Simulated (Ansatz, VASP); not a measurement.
Two plane-wave programs on C

```xyz
2
Lattice="0.0000 1.8434 1.8434 1.8434 0.0000 1.8434 1.8434 1.8434 0.0000" Properties=species:S:1:pos:R:3 pbc="T T T"
C     0.0000    0.0000    0.0000
C     0.9217    0.9217    0.9217
```

Alike in both runs: task single point; functional PBE; k mesh 12 × 12 × 12; occupations gaussian, width 0.02 eV; no spin polarisation.

|  | VASP | Ansatz |
| --- | --- | --- |
| version | VASP 6.6.1 | Ansatz 0.2.0 |
| potentials or method | VASP PAW PBE potentials, release 64 (C) | scalar-relativistic, plane waves, PAW |
| plane-wave cutoff (eV) | 520 | 420 |
| valence electrons in the cell | 8 | 8 |

Ansatz gave:

```
gap on the k mesh at the Fermi level (eV) : 3.94
least direct gap on the mesh (eV)         : 5.33
```

Task: Which values does VASP return?

Result: gap on the k mesh at the Fermi level (eV): 3.93; least direct gap on the mesh (eV): 5.32.
